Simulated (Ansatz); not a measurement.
Results of PBEsol in Ansatz (PAW) for zinc-blende ZnTe.

Input file:

Ansatz 0.2 input:
```yaml
crystal:
  lattice:
    - [0.0, 3.0125285198, 3.0125285198]
    - [3.0125285198, 0.0, 3.0125285198]
    - [3.0125285198, 3.0125285198, 0.0]
  atoms:
    - { symbol: Zn, position: [0.0, 0.0, 0.0] }
    - { symbol: Te, position: [0.25, 0.25, 0.25] }
basis:
  ecutwfc: 520
  ecutrho_ratio: 4
  xc_grid: 2
kpoints:
  mp_grid: { grid: [10, 10, 10] }
hamiltonian:
  xc: pbesol
  dispersion: none
  pseudopotentials: { kind: paw }
scf:
  occupations: { method: fermi_dirac, width: 0.01 }
  convergence: { dr2_threshold: 0.000000001 }
output:
  forces: true
  stress: true
  eigenvalues: true
```

Q: How many irreducible k-points, plane waves at Γ does the program set up, and what pressure does the run end with?

A: 47 irreducible k-points, 1459 plane waves at Γ; P = 1.06 GPa, so the cell is compressed on average and its volume would grow at this level.

The run printed, among other lines:

```
WARN output.stress: scf.convergence.dr2_threshold = 1e-9 eV is looser than the 2e-10 eV advised for a printed stress (1e-10 eV for each atom of the cell: 2)
Crystal: 2 atoms, lattice volume = 54.679 Å³
Basis set: ecut = 520 eV, 1459 PW (Γ), exchange–correlation on 64×64×64 points (8 copies of the dense FFT grid, shifted against one another)
Bands: 18, of which v1, the nominal top of the filled ones, is band 14 counted from 1 (13 counted from 0)
Symmetry: 24 space group operations
Space group: F-43m (ITA 216), of the structure as read, at distance tolerance 3.8e-5 Å
k-points: 47 of 1000 (time reversal used)
Functional: x = pbesol(κ = 0.804, μ = 0.12345679012345678), c = pbesol(β = 0.046)
SCF iter   1: F=—  HF=-10183.226352 eV  |F-HF|=—  |Δ(HF+E_count)|=         —  Δρ=3.05e-3  dr2=5.01e-3
SCF iter   2: F=—  HF=-10183.224010 eV  |F-HF|=—  |Δ(HF+E_count)|=   2.34e-3  Δρ=1.30e-3  dr2=6.22e-4
  ...
SCF iter   6: F=—  HF=-10183.223917 eV  |F-HF|=—  |Δ(HF+E_count)|=   5.18e-7  Δρ=5.21e-6  dr2=8.94e-9
SCF iter   7: F=-10183.223917 eV  HF=-10183.223917 eV  |F-HF|=1.75e-10  |Δ(HF+E_count)|=   1.73e-8  Δρ=5.24e-7  dr2=1.12e-10
SCF 1 converged in 7 iterations: F = -10183.223917 eV  dr2 = 1.12e-10
SCF converged after 7 iterations
Free energy (F): -10183.223917 eV
Internal energy: -10183.223917 eV  (E = F + TS)
E sigma→0 (E₀):  -10183.223917 eV
Fermi energy:    8.057247 eV
--- Forces (eV/Å), atoms counted from 1 ---
  atom   1  Zn     0.00000000    -0.00000000     0.00000000
  atom   2  Te    -0.00000000     0.00000000     0.00000000
--- Stress (GPa, compression-positive) ---
        1.064976       0.000000       0.000000
        0.000000       1.064976       0.000000
       -0.000000       0.000000       1.064976
  P = ⅓ Tr σ = 1.0650 GPa (10.650 kbar)
```

The cell is one volume of an energy–volume scan, off the minimum.

The PAW data were made under PBE.

Ansatz is an electronic-structure program.
